## Why PBEsol shrinks the heavier crystals more

What decides how far a crystal contracts when one density functional is replaced by another? PBE and PBEsol are built alike and differ mainly in how strongly they respond to gradients of the electron density. In these five zincblende compounds PBEsol gives the smaller volume every time, by 4.7 % in ZnS and by 6.1 % in HgTe. The spread is small for crystals whose volumes differ by a factor of 1.8, and the contraction does not grow in proportion to size.

Zincblende compounds (space group F-43m) relaxed in PBE and PBEsol with Ansatz 0.2.0: plane waves, PAW datasets made for PBE, scalar-relativistic, cutoff 420 eV, Gaussian smearing, no spin polarisation. The k mesh column gives the mesh of the PBE values. Energies are at zero smearing, relative to the elements' standard states in the same functional.

| formula | distinct k-meshes among the runs behind the row | element on site A | Z A | element on site B | Z B | k mesh | smearing width | volume per atom, PBE (Å³) | volume per atom, PBEsol (Å³) | energy over elements, PBE (eV/atom) | energy over elements, PBEsol (eV/atom) | volume per atom, PBEsol over volume per atom, PBE, less one (%) |
| --- | --- | --- | --- | --- | --- | --- | --- | --- | --- | --- | --- | --- |
| ZnS | 10x10x10 | Zn | 30 | S | 16 | 10×10×10 | 0.02 eV | 20.16 | 19.20 | -0.822 | -0.822 | -4.7 |
| ZnSe | 8x8x8 | Zn | 30 | Se | 34 | 8×8×8 | 0.02 eV | 23.54 | 22.34 | -0.713 | -0.671 | -5.1 |
| CdS | 8x8x8 | Cd | 48 | S | 16 | 8×8×8 | 0.02 eV | 26.02 | 24.70 | -0.658 | -0.637 | -5.1 |
| CdTe | 10x10x10 / 8x8x8 | Cd | 48 | Te | 52 | 10×10×10 | 0.02 eV | 36.22 | 34.16 | -0.465 | -0.386 | -5.7 |
| HgTe | 12x12x12 / 9x9x9 | Hg | 80 | Te | 52 | 12×12×12 | 0.1 eV | 36.75 | 34.51 | -0.175 | -0.145 | -6.1 |

### The change of functional acts as a pressure

PBE lowers the energy of regions where the density changes steeply compared with its own magnitude. When a crystal expands, the density between the atoms thins out and such regions gain weight, so PBE rewards expansion. PBEsol has a weaker gradient term and gives a smaller reward. Changing from PBE to PBEsol therefore has the effect of an inward push on the crystal.

Let $E_{\mathrm{PBE}}$ and $E_{\mathrm{PBEsol}}$ be the energies per atom at the same volume per atom $V$. The push $p$ and the resulting contraction are

$$
p=\frac{d}{dV}\left(E_{\mathrm{PBEsol}}-E_{\mathrm{PBE}}\right),\qquad
1-\frac{V_{\mathrm{PBEsol}}}{V_{\mathrm{PBE}}}=1-e^{-p/B}\approx\frac{p}{B},
$$

where $B$ is the bulk modulus, the resistance to a change of volume. The exponential treats $p$ and $B$ as constants. Both are expected to rise as the crystal is compressed, and the two changes partly cancel, so they are best read as averages over the range between the two equilibrium volumes.

ZnS allows a partial test, because both of its relaxations began from the same cell. Its edge lies between those of the two relaxed cells, 3.849 Å in PBE and 3.787 Å in PBEsol. In this starting cell PBE found a pressure of 1.60 GPa, which drives the crystal outward, and PBEsol found −1.97 GPa, which draws it inward. The push is the difference, $1.60+1.97=3.57$ GPa. It was obtained with the atoms in identical places, so it belongs to the functionals and not to a change of structure. One reservation applies to every row: the PBEsol runs used PAW datasets made for PBE, so the frozen cores did not change with the functional, and this may shift the contractions somewhat.

The PBE relaxation also supplies the stiffness. Its pressure fell almost to zero while the volume grew by about 2.2 % from the starting cell to the relaxed one, which corresponds to $B\approx72$ GPa. The predicted contraction is then $1-e^{-3.57/72}$, or 4.8 %, in agreement with the relaxed volumes. The PBEsol volume of ZnS did not enter this estimate, but the PBE expansion did, through $B$. The agreement therefore checks mainly that the mean stiffness PBE shows on expanding from the common cell is close to the one PBEsol shows on contracting from it, about 75 GPa. It does not mean that the two functionals share a bulk modulus: at its own, smaller equilibrium volume the PBEsol crystal is expected to be distinctly stiffer than the PBE crystal at its own.

### Why a much softer crystal contracts only a little more

CdTe is far softer than ZnS, and softness is the obvious explanation for its larger contraction. An empirical rule for tetrahedral semiconductors makes $B$ fall as the bond length $d$ to the power −3.5. If the push of ZnS acted unchanged on CdTe, this rule would give a contraction of 9.4 %. The computed value is 5.7 %, so the push must be much weaker in the larger crystal.

The reason becomes clear when the push is written as an energy. Let $w=pV$ be the energy per atom by which the two functionals drift apart for a given relative change of volume. The contraction is then

$$
\frac{p}{B}=\frac{w}{BV}.
$$

A pressure is an energy spread over a volume, and in CdTe a similar energy is spread over a larger one. The stiffness falls for nearly the same reason, since $BV$ varies only as $d^{-3.5}\,d^{3}=d^{-0.5}$.

Size therefore almost cancels. The bond in CdTe is about 22 % longer than in ZnS, so with $w$ unchanged the contraction would rise from 4.7 % to $4.7\,\%\times\sqrt{1.22}\approx5.2\,\%$. This accounts for roughly half of the computed rise. For the rest, $w$ itself has to grow, or $B$ has to fall faster than the rule says.

The same cancellation makes room for the tie between ZnSe and CdS, though it does not show why a heavier cation and a heavier anion add the same amount. CdS has an 11 % larger volume, yet both contract by 5.1 %. Through the square root of the bond length, their difference in size should change the contraction by less than a tenth of a percentage point. The tie is a close one: the two contractions differ by no more than about 0.05 points, whether or not the small pressures left in the cells are allowed for.

### What HgTe adds at almost the same size

HgTe and CdTe separate the remaining effect from size. Mercury lies one row below cadmium, but its filled 4f shell screens the nucleus poorly and relativity draws in its 6s electrons. The two tellurides therefore have nearly equal bond lengths. HgTe nevertheless contracts by 0.4 percentage points more, which neither bond length nor the stiffness rule can explain.

The likely source is the closed shells beneath the bonding electrons. Where the tail of a filled d shell meets the bond density, the density changes steeply, and a change of volume alters this region. The 5d shell of mercury reaches further into it than the 4d shell of cadmium, which should give the gradient terms more to disagree about. This step is an argument from the known shapes of the shells, since the volumes record only the total effect.

HgTe differs from CdTe in another respect: on the sampled k points it has no band gap with either functional, whereas CdTe has one. Spin-orbit coupling, left out here, should not remove this contrast. In HgTe the bands touch at the centre of the Brillouin zone, and in the unstrained crystal cubic symmetry keeps them touching even with the coupling included; it takes strain or confinement to open a gap. CdTe is a well-known direct-gap semiconductor. Its PBE gap of about 0.6 eV lies at the same point, and neither a band path nor the density of states on a denser mesh shows a crossing missed between the sampled points. How much of the extra contraction comes from the 5d shell and how much from this change in the bands is an open guess. The excess itself is not due to incomplete relaxation. Allowing for the small pressures left in the cells raises it to about 0.5 points. Its size is less certain than its sign. In both tellurides the two functionals ran on different k meshes, HgTe used a wider smearing than CdTe, and spin-orbit coupling, which is strong in mercury and tellurium, is left out.

Closed shells may also contribute to the rise along the whole series, beside the modest effect of size. Going from Zn to Cd replaces a 3d shell by a larger 4d shell, and going from S to Se places a filled 3d shell beneath the valence electrons. Each of these changes adds about 0.3 points, of which the square root of the bond length already supplies about 0.2 for Cd and 0.1 for Se. The 3d shell of selenium is compact and is expected to matter much less than the d shells of the metals, so the rest of its step may instead come from a crystal softer than the rule says. Replacing S by Te in the cadmium compounds moves two rows down and adds 0.6 points.

A straight line in the number of rows stepped down from ZnS, counting both elements, was fitted to all five compounds. It follows them to within 0.05 points, while a line in bond length, with the same number of constants, misses HgTe by 0.2 points. The first figure is partly luck, since the leftover pressure alone moves HgTe by more than 0.1 point. The count was chosen after the results were known, and five crystals cannot make it a law. It is best used as a reminder that the closed shells may matter beyond the size of the cell. The printed analysis below gives both fits.

Silicon and aluminium phosphide make a useful comparison. They have the same tetrahedral bonding but no filled d shell beneath their valence electrons, and published calculations, not repeated here, have them contract distinctly less between these functionals. This fits the argument but does not prove it, because both crystals are also stiffer than ZnS. For a related semiconductor it is worth asking which closed shells lie under the bonds, as well as how large and how stiff the crystal is.

### What the contraction means for layered devices

HgTe and CdTe are combined in infrared detectors, where a layer grows well only if its lattice fits the one beneath. In PBE their volumes differ by 1.5 %, which is a mismatch of about 0.5 % in length. The change of functional shortens every bond in the series by 1.6 to 2.1 %. A film taken from one functional and a substrate from the other would thus show a false strain several times larger than the mismatch under study.

Using one functional for both layers removes most of this error, because their contractions are similar. It does not make the remaining mismatch reliable. Both functionals make HgTe slightly larger than CdTe, whereas the measured lattices are known to have the opposite order. The computed volumes also leave out thermal expansion and zero-point motion, which can matter when the mismatch is this small. For such a closely matched pair, even the sign of the strain should come from measured lattice constants.

### Shorter bonds without stronger formation

A shorter bond is easily taken for a stronger one, but the energies over the elements do not bear this out. PBEsol leaves the value for ZnS unchanged and makes the other four less negative. The largest change is 79 meV/atom in CdTe. HgTe, which contracts most, changes by only 30 meV/atom.

The formation energy compares the compound with its elements, and these are recalculated with the new functional too. Measured from the same free atoms, a less negative value means that PBEsol has favoured the elements more than the compound. In ZnS the two sides have shifted equally.

This is why the energies need not follow the order of the volumes. Replacing cadmium by mercury changes the compound, but it also exchanges cadmium metal for mercury as the reference. The contraction depends on how the energy of one crystal varies with its volume, whereas the formation energy depends on the balance between three substances. A functional can therefore shift the two quantities in unrelated orders.

Numerical output:

```
fit of contraction on 5 rows: constant 4.755 +/- 0.025, coefficient of steps_down 0.3265 +/- 0.011; rms 0.0274, worst CdTe 0.0474, leave-one-out rms 0.0549
fit of contraction on 5 rows: constant -0.4558 +/- 1, coefficient of bond 2.205 +/- 0.38; rms 0.138, worst HgTe -0.202, leave-one-out rms 0.245
Where the functionals part:
   row  contraction in %  PBE bond in A  bond shortening in A  formation energy shift in meV/atom
   ZnS             4.762          2.357               0.03802                                   0
  ZnSe             5.098          2.482               0.04291                                  42
   CdS             5.073          2.566               0.04415                                  21
  CdTe             5.687          2.865               0.05539                                  79
  HgTe             6.095          2.879               0.05973                                  30
Contraction in % by model:
   row  row steps  from row steps  from bond length  constant push  computed and freed of residual pressure
   ZnS          0           4.755             4.741          4.762                                    4.739
  ZnSe          1           5.082             5.017          5.706                                    5.131
   CdS          1           5.082             5.203          6.413                                    5.084
  CdTe          3           5.735             5.862          9.433                                    5.733
  HgTe          4           6.061             5.893          9.594                                     6.25
ZnS, inward push of PBEsol against PBE in the same cell, GPa: 3.57
ZnS, stiffness from the PBE relaxation, GPa: 71.9
ZnS, stiffness from the PBEsol relaxation, GPa: 74.84
ZnS, contraction predicted from push and PBE stiffness, %: 4.844
Zn to Cd in the sulfides, added contraction, points: 0.3111
S to Se with Zn, added contraction, points: 0.3358
S to Te with Cd, added contraction, points: 0.6144
Cd to Hg in the tellurides, added contraction, points: 0.4078
HgTe volume above CdTe in PBE, %: 1.463
CdS volume above ZnSe in PBE, %: 10.54
CdTe volume over ZnS volume in PBE, ratio: 1.797
CdTe push over ZnS push, rough ratio by the stiffness rule: 0.6029
```
